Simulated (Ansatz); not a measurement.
# How much does Ti in Mo(100), 2x2 scatter?

How strong a scatterer is Ti in Mo(100), 2x2, and does relaxation matter?

Main program and level: Ansatz 0.2.0; Ansatz plane-wave DFT, PBE, PAW files; ballistic transport by layer matching (Landauer), zero bias; PAW set soft_1, in the first sound run; inputs show where later runs differ.

Most raw output is cut from this account.

## 1. The structure

The cell holds 72 atoms: 71 Mo and 1 Ti. Its edges and angles: a = 6.294 Å, b = 6.294 Å, c = 28.323 Å, α = 90.0°, β = 90.0°, γ = 90.0°. It derives from Mo. Regions: lead, 40 atoms (40 Mo); scattering region, 32 atoms (31 Mo and 1 Ti). The structure is stacked along c, and the current runs across the ab planes.

## 2. Transmission at ideal sites

The defect sits in one plane of the supercell, all atoms on ideal sites; the layers about the cell's end are the lead. The mesh across the current, 8×8, is finer than the density's, because channels open and close sharply across the zone. Energies from -0.1 to 0.1 eV in steps of 0.05 eV are too few for the program's thermal sum, so it prints no conductance; for a metal the transmission near the Fermi level serves, at a fraction of the cost.

Input file input.yaml:

```yaml
crystal:
  lattice:
    - [6.294, 0.0, 0.0]
    - [0.0, 6.294, 0.0]
    - [0.0, 0.0, 28.323]
  atoms:
    - { symbol: Mo, position: [0.0, 0.0, 0.0277777778] }
    - { symbol: Mo, position: [0.0, 0.5, 0.0277777778] }
    - { symbol: Mo, position: [0.5, 0.0, 0.0277777778] }
    - { symbol: Mo, position: [0.5, 0.5, 0.0277777778] }
    - { symbol: Mo, position: [0.25, 0.25, 0.0833333333] }
    - { symbol: Mo, position: [0.25, 0.75, 0.0833333333] }
    - { symbol: Mo, position: [0.75, 0.25, 0.0833333333] }
    - { symbol: Mo, position: [0.75, 0.75, 0.0833333333] }
[... 60 atom lines left out ...]
    - { symbol: Mo, position: [0.25, 0.25, 0.9722222222] }
    - { symbol: Mo, position: [0.25, 0.75, 0.9722222222] }
    - { symbol: Mo, position: [0.75, 0.25, 0.9722222222] }
    - { symbol: Mo, position: [0.75, 0.75, 0.9722222222] }
kpoints:
  mp_grid: { grid: [4, 4, 1] }
hamiltonian:
  xc: pbe
  pseudopotentials: { kind: paw, azcp: { folder: soft_1 } }
scf:
  occupations: { method: fermi_dirac, width: 0.1 }
output:
  transmission: { leads: [[0, 4]], kmesh: [8, 8], e_range: [-0.1, 0.1], de: 0.05 }
  write_potential: true
  write_density: true
  volumetric_format: npy
  elf: true
```

The run is started by

```sh
> ansatz run input.yaml --threads 4 --pin off --max-ram 15360MiB --backend cpu --events-out ev --progress --plain --runs-dir out
```

It took 11 min on 4 threads of Arm Neoverse V1, shared host; peak memory 11 GiB.

This step gave:

* free energy: -354380.7838 eV
* energy at zero smearing: -354379.9598 eV
* Fermi energy: 21.01 eV
* cell area: 39.61 Å²
* transmission per spin nearest the Fermi level: 5.742
* open channels per spin nearest the Fermi level: 6.594
* step of the lead's potential: 1 meV

Per spin. The transmission, zone mean by energy, zero at the Fermi level:

```tsv
energy (eV)	transmission, zone mean
-0.1000	5.65
-0.0500	5.71
0.0000	5.74
0.0500	5.76
0.1000	5.93
```

Per spin. Open channels, zone mean, lead against energy, zero at the Fermi level:

```tsv
energy (eV)	open channels, zone mean, lead
-0.1000	6.78
-0.0500	6.66
0.0000	6.59
0.0500	6.53
0.1000	6.84
```

Transmission over k1 and k2. At 0.0000 eV from the Fermi level.

Ten even steps from '0' (0.0) to '9' (12.8):
```
00135310
11278721
23799973
25899985
23799973
11278721
00135310
00122210
```
Columns: k1 (b1) from -0.5 to 0.375; rows upwards: k2 (b2) from -0.5 to 0.375.

Open channels over k1 and k2. At 0.0000 eV from the Fermi level.

Ten even steps from '0' (0.0) to '9' (15.0):
```
00134310
11389831
23899983
24999994
23899983
11389831
00134310
00122210
```
Columns: k1 (b1) from -0.5 to 0.375; rows upwards: k2 (b2) from -0.5 to 0.375.

ELF in the ca plane at fractional y = 0.250, with atoms of Mo and Ti within 0.2 Å of it. It is the smooth field of the valence electrons, not physical close to the nuclei.

Values, 9 rows by 16 columns, each cell a mean:
```
0.36 0.41 0.26 0.34 0.42 0.28 0.32 0.43 0.30 0.31 0.43 0.31 0.28 0.42 0.33 0.27
0.37 0.32 0.59 0.41 0.32 0.56 0.46 0.32 0.52 0.50 0.32 0.47 0.54 0.32 0.43 0.58
0.39 0.30 0.60 0.43 0.29 0.57 0.48 0.28 0.54 0.52 0.28 0.49 0.56 0.28 0.45 0.59
0.34 0.40 0.30 0.33 0.41 0.30 0.31 0.42 0.31 0.31 0.43 0.31 0.30 0.42 0.32 0.30
0.42 0.41 0.32 0.40 0.41 0.34 0.39 0.43 0.37 0.38 0.43 0.38 0.35 0.41 0.40 0.33
0.34 0.37 0.41 0.34 0.39 0.39 0.35 0.41 0.30 0.29 0.42 0.36 0.38 0.39 0.34 0.40
0.39 0.28 0.59 0.44 0.26 0.57 0.49 0.25 0.55 0.53 0.25 0.50 0.56 0.26 0.46 0.58
0.35 0.35 0.51 0.37 0.36 0.48 0.40 0.37 0.38 0.36 0.38 0.42 0.47 0.36 0.38 0.50
0.40 0.41 0.29 0.38 0.41 0.31 0.36 0.44 0.33 0.34 0.44 0.36 0.32 0.41 0.37 0.30
```
Columns run along c (16.0 Å, from fractional 0.22 to 0.78 of the cell), rows up along a (6.3 Å). Atoms in or near the plane, at fractional coordinates: Mo at (0.31, 0.25), Mo at (0.31, 0.75), Mo at (0.42, 0.25), Mo at (0.42, 0.75), Ti at (0.53, 0.25), Mo at (0.53, 0.75), Mo at (0.64, 0.25), Mo at (0.64, 0.75), Mo at (0.75, 0.25), Mo at (0.75, 0.75).

Electrostatic potential energy in the ca plane at fractional y = 0.250, with atoms of Mo and Ti within 0.2 Å of it. With pseudopotentials it is smooth inside the atoms' cores, unlike the true potential.

Values in eV, 9 rows by 16 columns, each cell a mean:
```
 19  21  13  18  21  14  17  22  15  16  22  16  14  22  17  13
  1  16 -33  -6  18 -28 -13  19 -22 -20  20 -16 -26  19  -9 -32
 -3  15 -41 -11  17 -35 -19  19 -29 -26  19 -22 -33  18 -14 -39
 17  21   5  15  21   7  12  22   9  10  22  11   8  21  14   6
 22  22  20  21  22  21  21  22  21  21  22  21  21  22  21  20
 12  19  -8   8  20  -5   4  21   5   6  21   3  -4  21   6  -7
 -6  13 -46 -15  16 -40 -23  19 -13 -11  19 -26 -38  18 -18 -44
  7  18 -20   2  20 -16  -3  21  -1   0  21  -5 -14  20   0 -18
 21  22  18  21  22  19  20  22  20  20  22  20  19  22  20  19
```
Columns run along c (16.0 Å, from fractional 0.22 to 0.78 of the cell; values clipped at the 3rd and 97th percentile), rows up along a (6.3 Å). Atoms in or near the plane, at fractional coordinates: Mo at (0.31, 0.25), Mo at (0.31, 0.75), Mo at (0.42, 0.25), Mo at (0.42, 0.75), Ti at (0.53, 0.25), Mo at (0.53, 0.75), Mo at (0.64, 0.25), Mo at (0.64, 0.75), Mo at (0.75, 0.25), Mo at (0.75, 0.75).

Valence density in the ca plane at fractional y = 0.250, with atoms of Mo and Ti within 0.2 Å of it. It is the smooth field of the valence electrons, not physical close to the nuclei.

Ten even steps from '0' (0 e/Å³) to '9' (11 e/Å³), each cell a mean:
```
00000000000000000000000000000000000000000000
00000000000000000000000000000000000000000000
10000023200000133100000232100001332000001331
30000146410000255300001465200002554100003552
30000146410000255300001455200002554100003552
10000023200000133100000232100001232000001331
00000000000000000000000000000000000000000000
00000000000000000000000000000000000000000000
00000000000000000000000000000000000000000000
00000000000000000000000000000000000000000000
00000011100000011000000011000000111000000110
20000135410000244200000364100001453000003542
30000156510000356300000597100002564100014652
20000135310000244200000364100001453000003442
00000011100000011000000010000000111000000110
00000000000000000000000000000000000000000000
00000000000000000000000000000000000000000000
```
Columns run along c (16.0 Å, from fractional 0.22 to 0.78 of the cell), rows up along a (6.3 Å). Atoms in or near the plane, at fractional coordinates: Mo at (0.31, 0.25), Mo at (0.31, 0.75), Mo at (0.42, 0.25), Mo at (0.42, 0.75), Ti at (0.53, 0.25), Mo at (0.53, 0.75), Mo at (0.64, 0.25), Mo at (0.64, 0.75), Mo at (0.75, 0.25), Mo at (0.75, 0.75).

Over the solved energies the transmission per spin lies between 5.65 and 5.93, out of 6.68 channels of the lead on average (up to 6.84).

## 3. Resistance at ideal sites

This step: Ansatz plane-wave DFT, PBE, PAW files; ballistic transport by layer matching (Landauer), zero bias; area resistance of the defect plane and resistivity an atomic per cent; PAW set soft_1 (Ansatz 0.2.0).

Numbers from this step:

| Quantity | Value |
| --- | --- |
| area resistance | 0.1156 fΩ m² |
| T over the leads' mean channel count | 0.8702 |
| resistivity per at.% scaled from this dense plane, with the factor 3/4 for isotropic scattering | 2.205 µΩ cm |

Averaged over the energies near the Fermi level, 87.0 % of the channels pass, which makes 0.116 fΩ m².

By hand, with T and the leads' channels N averaged over the energies near the Fermi level: RA = A (h/2e²)(1/T − 1/N) = 39.61×10⁻²⁰ m² × 12 906 Ω × (1/5.738 − 1/6.594) = 0.116 fΩ m². Per atomic per cent: RA × A / V_atom × 0.01 × 3/4 = 2.20 µΩ cm, with the host's V_atom = 15.58 Å³.

## 4. Relaxing the neighbours

The neighbours of the defect are let go while the lead's layers stay on their sites, since a lead must repeat to 0.01 Å.

This step: Ansatz plane-wave DFT, PBE, PAW files; relaxation with the lead's layers held; PAW set soft_1 (Ansatz 0.2.0).

input.yaml: that of step 2 with these lines changed.

```diff
@@ -85,7 +85,6 @@
   occupations: { method: fermi_dirac, width: 0.1 }
-output:
-  transmission: { leads: [[0, 4]], kmesh: [8, 8], e_range: [-0.1, 0.1], de: 0.05 }
-  write_potential: true
-  write_density: true
-  volumetric_format: npy
-  elf: true
+relax:
+  f_tol: 0.03
+  max_steps: 40
+  constraints:
+    - { sites: [0, 1, 2, 3, 4, 5, 6, 7, 8, 9, 10, 11, 12, 13, 14, 15, 16, 17, 18, 19, 52, 53, 54, 55, 56, 57, 58, 59, 60, 61, 62, 63, 64, 65, 66, 67, 68, 69, 70, 71] }
```

Wall time 16 min (4 threads); peak memory 8.7 GiB; 63 min of CPU time.

Step by step:

```tsv
step	energy less that of the first step (eV)	largest force component (eV/Å)
1	0.0000	0.2722
2	0.0073	0.2515
3	-0.0110	0.0384
4	-0.0112	0.0107
```

Relaxation step 2 was tried and not accepted.

The atoms that moved most (Å):

```tsv
atom	dx	dy	dz	length
Mo32	0.000	0.000	0.019	0.019
Mo48	0.000	0.000	-0.014	0.014
Mo29	0.000	0.000	0.013	0.013
Mo24	0.000	0.000	0.012	0.012
Mo45	0.000	0.000	-0.008	0.008
Mo41	-0.003	-0.003	0.007	0.008
Mo42	-0.003	0.003	0.007	0.008
Mo43	0.003	-0.003	0.007	0.008
```

Numbers from this step:

```yaml
free_energy: -354380.7952 eV
energy_at_zero_smearing: -354379.9720 eV
```

The largest force component on a free atom ends at 0.011 eV/Å, under the tolerance of 0.03, after 4 steps.

## 5. Transmission after relaxation, relaxed yes

The transmission is solved again on the relaxed atoms.

This step: Ansatz plane-wave DFT, PBE, PAW files; ballistic transport by layer matching (Landauer), zero bias; PAW set soft_1 (Ansatz 0.2.0).

Input file input.yaml:

```yaml
crystal:
  lattice:
    - [6.294, 0.0, 0.0]
    - [0.0, 6.294, 0.0]
    - [0.0, 0.0, 28.323]
  atoms:
    - { symbol: Mo, position: [0.0, 0.0, 0.0277777778] }
    - { symbol: Mo, position: [0.0, 0.5, 0.0277777778] }
    - { symbol: Mo, position: [0.5, 0.0, 0.0277777778] }
    - { symbol: Mo, position: [0.5, 0.5, 0.0277777778] }
    - { symbol: Mo, position: [0.25, 0.25, 0.0833333333] }
    - { symbol: Mo, position: [0.25, 0.75, 0.0833333333] }
    - { symbol: Mo, position: [0.75, 0.25, 0.0833333333] }
    - { symbol: Mo, position: [0.75, 0.75, 0.0833333333] }
[... 60 atom lines left out ...]
    - { symbol: Mo, position: [0.25, 0.25, 0.9722222222] }
    - { symbol: Mo, position: [0.25, 0.75, 0.9722222222] }
    - { symbol: Mo, position: [0.75, 0.25, 0.9722222222] }
    - { symbol: Mo, position: [0.75, 0.75, 0.9722222222] }
kpoints:
  mp_grid: { grid: [4, 4, 1] }
hamiltonian:
  xc: pbe
  pseudopotentials: { kind: paw, azcp: { folder: soft_1 } }
scf:
  occupations: { method: fermi_dirac, width: 0.1 }
output:
  transmission: { leads: [[0, 4]], kmesh: [8, 8], e_range: [-0.05, 0.05], de: 0.05 }
  write_potential: true
  write_density: true
  volumetric_format: npy
```

The job ended after 12 min (4 threads; peak memory 8.7 GiB).

Numbers from this step:

```
free energy                                   : -354380.7950 eV
energy at zero smearing                       : -354379.9719 eV
transmission per spin nearest the Fermi level : 5.729
step of the lead's potential                  : 2 meV
```

Per spin. Table of transmission, zone mean by energy, zero at the Fermi level:

```tsv
energy (eV)	transmission, zone mean
-0.0500	5.68
0.0000	5.73
0.0500	5.74
```

Transmission over k1 and k2. At 0.0000 eV from the Fermi level.

Values, 8 rows by 8 columns:
```
 0.0  1.0  1.8  4.5  6.5  4.5  1.8  1.0
 2.0  1.8  3.8 10.2 11.7 10.2  3.8  1.8
 3.7  4.5 10.2 12.4 12.4 12.4 10.2  4.5
 3.7  6.5 11.7 12.4 12.8 12.4 11.7  6.5
 3.7  4.5 10.2 12.4 12.4 12.4 10.2  4.5
 2.0  1.8  3.8 10.2 11.7 10.2  3.8  1.8
 0.0  1.0  1.8  4.5  6.5  4.5  1.8  1.0
 0.0  0.0  2.0  3.7  3.7  3.7  2.0  0.0
```
Columns: k1 (b1) from -0.5 to 0.375; rows upwards: k2 (b2) from -0.5 to 0.375.

Over the solved energies the transmission per spin lies between 5.68 and 5.74, out of 6.59 channels of the lead on average (up to 6.66).

## 6. Resistance after relaxation

This step: Ansatz plane-wave DFT, PBE, PAW files; ballistic transport by layer matching (Landauer), zero bias; area resistance of the defect plane and resistivity an atomic per cent; PAW set soft_1 (Ansatz 0.2.0).

This step gave:

```yaml
area_resistance: 0.1191 fΩ m²
t_over_the_leads_mean_channel_count: 0.8669
resistivity_per_at_scaled_from_this_dense_plane_with_the_factor_3_over_4_for_isotropic_scattering: 2.270 µΩ cm
```

Averaged over the energies near the Fermi level, 86.7 % of the channels pass, which makes 0.119 fΩ m², against 0.116 on ideal sites.

## 7. Results

| Item | Value |
| --- | --- |
| share of channels that pass, rigid | 0.870 |
| area resistance, rigid | 0.116 fΩ m² |
| resistivity per at.% from the area resistance, times 3/4, rigid | 2.20 µΩ cm |
| share of channels that pass, relaxed | 0.867 |
| area resistance, relaxed | 0.119 fΩ m² |
| resistivity per at.% from the area resistance, times 3/4, relaxed | 2.27 µΩ cm |

What this shows: The plane of defects adds 0.12 fΩ m². Scaled to one atomic per cent that is 3.0 µΩ cm as it stands and 2.3 with the factor 3/4 for isotropic scattering on a spherical Fermi surface. These are rough estimates of the dilute value, not bounds. One Ti in each 2x2 cell reflects 13 % of the lead's channels. The relaxed cell differs by 3.0 % in resistance; between the two runs the lead's own channel count goes from 6.59 to 6.59, so the change comes from the moved atoms. The defects form a dense periodic sheet that scatters coherently, unlike a dilute random alloy. T and N are means over the solved energies nearest the Fermi level.

[Logs are printed without paths, hosts, clocks, repeated set-up lines and the standing remarks that a program may print on its own settings, such as how far it seeks lower states.]

[Hosts, paths, dates, database ids (printed as entryN), source tags and the programs' standing remarks are cut or masked in the printed files.]
